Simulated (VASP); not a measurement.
# NGeH3 in VASP: reference runs

Reference runs on NGeH3: the cell as given.

All numbers are computed with VASP 6.6.1; they aren't measurements. Logs are shortened: lines on timing, memory, paths and dates and some standing lists are left out, and cuts for length are marked.

### 1 Starting point

The cell holds a molecule in a box, 5 atoms: a = 11.000 Å, b = 13.000 Å, c = 10.000 Å, α = 90.00°, β = 90.00°, γ = 90.00°.

### 2 Single point, PBE

INCAR

```
SYSTEM = GeH3N
ALGO = Normal
EDIFF = 1E-7
ENCUT = 520
GGA = PE
ISIF = 2
ISMEAR = 0
LASPH = .TRUE.
LCHARG = .FALSE.
LREAL = .FALSE.
LWAVE = .FALSE.
NBANDS = 19
NELM = 80
PREC = Accurate
SIGMA = 0.01
```

KPOINTS

```
k-points
0
G
  1 1 1
  0 0 0
```

POSCAR

```
GeH3N
1.0
   11.0000000000      0.0000000000      0.0000000000
    0.0000000000     13.0000000000      0.0000000000
    0.0000000000      0.0000000000     10.0000000000
N Ge H
1 1 3
Direct
    0.4933636400      0.4439384600      0.5154400000
    0.5909000000      0.5559076900      0.5316800000
    0.5174272700      0.3747230800      0.5522300000
    0.4114636400      0.4425615400      0.4704500000
    0.4964363600      0.6285076900      0.4545700000
```

Potentials or basis: VASP PAW PBE potentials, release 64 (N, Ge_d, H).

Started as:

```sh
> cat potpaw_PBE.64/N/POTCAR potpaw_PBE.64/Ge_d/POTCAR potpaw_PBE.64/H/POTCAR > POTCAR
> mpirun -np 1 vasp_gam > vasp.out
```

OUTCAR:

```text
SYSTEM = GeH3N
   EDIFF = 1E-7
   ENCUT = 520
   GGA = PE
   ISIF = 2
   ISMEAR = 0
   LASPH = .TRUE.
   LREAL = .FALSE.
   NELM = 80
   PREC = Accurate

 ion  position               nearest neighbor table
   1  0.493  0.444  0.515-   4 1.01   3 1.01   2 1.82
   2  0.591  0.556  0.532-   5 1.60   1 1.82
   3  0.517  0.375  0.552-   1 1.01
   4  0.411  0.443  0.470-   1 1.01
   5  0.496  0.629  0.455-   2 1.60

  LATTYP: Found a simple orthorhombic cell.
 ALAT       =    10.0000000000
 B/A-ratio  =     1.1000000000
 C/A-ratio  =     1.3000000000

  Lattice vectors:

 A1 = (   0.0000000000,   0.0000000000,  10.0000000000)
 A2 = (  11.0000000000,   0.0000000000,   0.0000000000)
 A3 = (   0.0000000000,  13.0000000000,   0.0000000000)

Analysis of symmetry for initial positions (statically):
=====================================================================
 Subroutine PRICEL returns:
 Original cell was already a primitive cell.

 Routine SETGRP: Setting up the symmetry group for a
 simple orthorhombic supercell.

 Subroutine GETGRP returns: Found  1 space group operations
 (whereof  1 operations were pure point group operations)
 out of a pool of  8 trial point group operations.

The static configuration has the point symmetry C_1 .

Analysis of symmetry for dynamics (positions and initial velocities):
=====================================================================
 Subroutine PRICEL returns:
 Original cell was already a primitive cell.

 Routine SETGRP: Setting up the symmetry group for a
 simple orthorhombic supercell.

 Subroutine GETGRP returns: Found  1 space group operations
 (whereof  1 operations were pure point group operations)
 out of a pool of  8 trial point group operations.

The dynamic configuration has the point symmetry C_1 .

 Subroutine INISYM returns: Found  1 space group operations
 (whereof  1 operations are pure point group operations),
 and found     1 'primitive' translations

----------------------------------------------------------------------------------------

                                     Primitive cell
[... 68 lines left out ...]
   LNONCOLLINEAR =      F non collinear calculations
   LSORBIT =      F    spin-orbit coupling
   LASPH  =      T    aspherical Exc in radial PAW
   ENCUT  =  520.0 eV  38.22 Ry    6.18 a.u.  20.45 24.17 18.59*2*pi/ulx,y,z
   NELM   =     80;   NELMIN=  2; NELMDL= -5     # of ELM steps
   EDIFF  = 0.1E-06   stopping-criterion for ELM
   LREAL  =      F    real-space projection
   EDIFFG = 0.1E-05   stopping-criterion for IOM
   NSW    =      0    number of steps for IOM
   IBRION =     -1    ionic relax: 0-MD 1-quasi-New 2-CG
   NFREE  =      0    steps in history (QN), initial steepest desc. (CG)
   ISIF   =      2    stress and relaxation
   ISYM   =      2    0-nonsym 1-usesym 2-fastsym
   POTIM  = 0.5000    time-step for ionic-motion
   TEBEG  =    0.0;   TEEND  =   0.0 temperature during run
   PSTRESS=    0.0 pullay stress
   NELECT =      22.0000    total number of electrons
   NUPDOWN=      -1.0000    fix difference up-down
   EMIN   =  10.00;   EMAX   =-10.00  energy-range for DOS
   EFERMI =   0.00;   METHOD = LEGACY
   ISMEAR =     0;   SIGMA  =   0.01  broadening in eV -4-tet -1-fermi 0-gaus
   EFERMI_NEDOS =   21; number of points for ismear=-14 and -15
   IALGO  =     38    algorithm
   IMIX   =      4    mixing-type and parameters
     AMIX     =   0.40;   BMIX     =  1.00
     AMIX_MAG =   1.60;   BMIX_MAG =  1.00
  volume/ion in A,a.u.               =     286.00      1930.02
  Fermi-wavevector in a.u.,A,eV,Ry     =   0.407165  0.769430  2.255619  0.165783
  Thomas-Fermi vector in A             =   1.360627
   LORBIT       =      0    0 simple, 1 ext, 2 COOP (PROOUT), +10 PAW based schemes
   GGA     = PE    functional components
   LHFCALC =     F    Hartree Fock is set to
   AEXX    =    0.0000 exact exchange contribution
   IVDW    =     0    specifies the selected vdW correction
   LEPSILON=     F    determine dielectric tensor
   LRPA    =     F    only Hartree local field effects (RPA)
 non-spin polarized calculation
 Gauss-broadening in eV      SIGMA  =   0.01
  energy-cutoff  :      520.00
  volume of cell :     1430.00
 maximum number of plane-waves:     19293
 NGX is ok and might be reduce to    84
   NGX = 41   NGY = 49   NGZ = 37

 number of electron      21.9999985 magnetization

 Free energy of the ion-electron system (eV)
  ---------------------------------------------------
  ext. energy  EPLUGINS =         0.00000000
  ---------------------------------------------------
  free energy    TOTEN  =       -22.42669090 eV

  energy without entropy =      -22.42669090  energy(sigma->0) =      -22.42669090

 E-fermi :  -5.2901     XC(G=0):  -0.8265

 val. band max:       -5.3723707093   @ k =   0.0000   0.0000   0.0000
 cond. band min:      -2.2909140003   @ k =   0.0000   0.0000   0.0000
 fundamental gap:      3.0814567089
 Fermi energy:        -5.2901291486

 k-point     1 :       0.0000    0.0000    0.0000
  band No.  band energies     occupation
      1     -28.1315      2.00000
      2     -28.0425      2.00000
      3     -27.9535      2.00000
      4     -27.9048      2.00000
      5     -27.7966      2.00000
      6     -20.8813      2.00000
[... 11 lines left out ...]
     18       0.9565      0.00000
     19       1.1680      0.00000

------------------------ aborting loop because EDIFF is reached ----------------------------------------

  FORCE on cell =-STRESS in cart. coord.  units (eV):
  Direction    XX          YY          ZZ          XY          YZ          ZX
  --------------------------------------------------------------------------------------
  -------------------------------------------------------------------------------------
  Total        0.6192013      0.6920639      0.1185058      0.1750641     -0.1108320      0.2989093
  in kB        0.6937555      0.7753910      0.1327743      0.1961424     -0.1241766      0.3348991
  external PRESSURE =       0.5339736 kB  Pullay stress =       0.0000000 kB

 VOLUME and BASIS-vectors are now :
 -----------------------------------------------------------------------------
  energy-cutoff  :      520.00
  volume of cell :     1430.00
      direct lattice vectors                 reciprocal lattice vectors
    11.000000000  0.000000000  0.000000000     0.090909091  0.000000000  0.000000000
     0.000000000 13.000000000  0.000000000     0.000000000  0.076923077  0.000000000
     0.000000000  0.000000000 10.000000000     0.000000000  0.000000000  0.100000000

 POSITION                                       TOTAL-FORCE (eV/Angst)
 -----------------------------------------------------------------------------------
      5.42700      5.77120      5.15440         0.000748      0.058409     -0.016944
      6.49990      7.22680      5.31680         0.334348      0.217667      0.111888
      5.69170      4.87140      5.52230         0.092208     -0.316950      0.129588
      4.52610      5.75330      4.70450        -0.329993     -0.023591     -0.159499
      5.46080      8.17060      4.54570        -0.097310      0.064466     -0.065033
 -----------------------------------------------------------------------------------
    total drift:                               -0.001134     -0.000749      0.001062

  FREE ENERGIE OF THE ION-ELECTRON SYSTEM (eV)
  ---------------------------------------------------
  free  energy   TOTEN  =       -22.4266908953 eV

  energy  without entropy=      -22.4266908953  energy(sigma->0) =      -22.42669090
```

OSZICAR:

```text
N       E                     dE             d eps       ncg     rms          rms(c)
DAV:   1     0.154016367281E+03    0.15402E+03   -0.82677E+03    46   0.742E+02
DAV:   2     0.263121271471E+02   -0.12770E+03   -0.12110E+03    49   0.166E+02
DAV:   3    -0.229402366509E+02   -0.49252E+02   -0.49055E+02    60   0.900E+01
[... 19 lines left out ...]
DAV:  23    -0.224266896896E+02   -0.11642E-05   -0.55538E-08    33   0.846E-04    0.876E-05
DAV:  24    -0.224266904384E+02   -0.74882E-06   -0.37582E-08    30   0.546E-04    0.668E-05
DAV:  25    -0.224266906609E+02   -0.22251E-06   -0.52178E-09    36   0.345E-04    0.348E-05
DAV:  26    -0.224266908512E+02   -0.19025E-06   -0.33917E-09    30   0.217E-04    0.175E-05
DAV:  27    -0.224266908953E+02   -0.44114E-07    0.14897E-10    33   0.120E-04
   1 F= -.22426691E+02 E0= -.22426691E+02  d E =-.238320E-31
```

Run time: 87 s. Hardware: 1 thread of Intel Xeon 6975P-C (Granite Rapids), shared host; peak memory 1.1 GiB.

Results:

```yaml
Free_energy: -22.4267 eV
Largest_force: 0.414 eV/Å
Gap_between_the_frontier_levels: 3.08 eV
```

Forces on the atoms (eV/Å):
```
N    0.001  0.058 -0.017
Ge   0.334  0.218  0.112
H    0.092 -0.317  0.130
H   -0.330 -0.024 -0.159
H   -0.097  0.064 -0.065
```

Levels at points of the mesh, in eV from the valence-band top:
```
           k point  band 7  band 8  band 9  band 10  band 11  band 12  band 13  band 14  band 15  band 16
(0.00, 0.00, 0.00)   -7.42   -6.67   -2.86    -1.24     0.00     3.08     4.62     5.36     5.83     6.11
```
